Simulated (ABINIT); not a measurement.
Mo:

```
Mo
1.0
    -1.58381    1.58381    1.58381
     1.58381   -1.58381    1.58381
     1.58381    1.58381   -1.58381
Mo
1
Direct
  0.00000 0.00000 0.00000
```

Base run:

```yaml
Program: ABINIT 10.8.3 (patched build)
Functional: PBE
Potentials_or_basis: JTH PAW PBE v2.0
Cutoff: 408 eV
k_mesh: 12 × 12 × 12
Occupations: fermi-dirac, width 0.05 eV
Spin: no spin polarisation
```

Its results: band gap on the k mesh none (metal or under the smearing width); pressure -1.7 GPa.

Q: After a change of settings the same cell gave: band gap on the k mesh none (metal or under the smearing width); pressure 1.5 GPa. Which change was it?
A. functional from PBE to HCTH407
B. spin from no spin polarisation to spin-orbit coupling, no magnetisation
C. functional from PBE to PBEsol; k mesh from 12 × 12 × 12 to 5 × 5 × 5
D. functional from PBE to RPBE

A: D.

RPBE binds less tightly than PBE, so the same cell stands under more pressure.

Caveats: the PAW data sets were made with another functional, which shifts forces and pressure a little (some runs).
